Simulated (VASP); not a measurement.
A run of VASP 6.6.1:

INCAR

```
PREC = Accurate ; ENCUT = 600
EDIFF = 1E-6 ; ISMEAR = 0
SIGMA = 0.03 ; LREAL = F
LASPH = T ; NELM = 80
ALGO = Normal ; ISIF = 3
LWAVE = F ; LCHARG = F
GGA = PE ; IVDW = 12
IBRION = 2 ; NSW = 90
EDIFFG = -0.01 ; KPAR = 2
```

Contents of KPOINTS:

```
Automatic mesh
0
Gamma
  8 8 8
```

Contents of POSCAR:

```
CdSiP2
1.0
   -2.8436137418      2.8436137418      5.2485579018
    2.8436137418     -2.8436137418      5.2485579018
    2.8436137418      2.8436137418     -5.2485579018
Cd Si P
2 2 4
Direct
    0.7500000000      0.2500000000      0.5000000000
    0.0000000000      0.0000000000      0.0000000000
    0.5000000000      0.5000000000      0.0000000000
    0.2500000000      0.7500000000      0.5000000000
    0.8750000000      0.8281283000      0.4531283000
    0.1718717000      0.6250000000      0.0468717000
    0.3750000000      0.4218717000      0.5468717000
    0.5781283000      0.1250000000      0.9531283000
```

Potentials or basis: VASP PAW PBE potentials, release 64 (Cd, Si, P).

The run is started by

```console
$ cat potpaw_PBE.64/Cd/POTCAR potpaw_PBE.64/Si/POTCAR potpaw_PBE.64/P/POTCAR > POTCAR
$ mpirun -np 2 vasp_std > vasp.out
```

Hardware: 2 MPI ranks on Intel(R) Xeon(R) Platinum 8488C (Sapphire Rapids), with other jobs on the host.

Problem. How long does it take, and how much memory?

Solution. Run time: 15 min on 2 MPI ranks on Intel(R) Xeon(R) Platinum 8488C (Sapphire Rapids), with other jobs on the host, peak memory 0.66 GiB a rank. Counts: scf iterations 43, k points 59, ion steps 5.
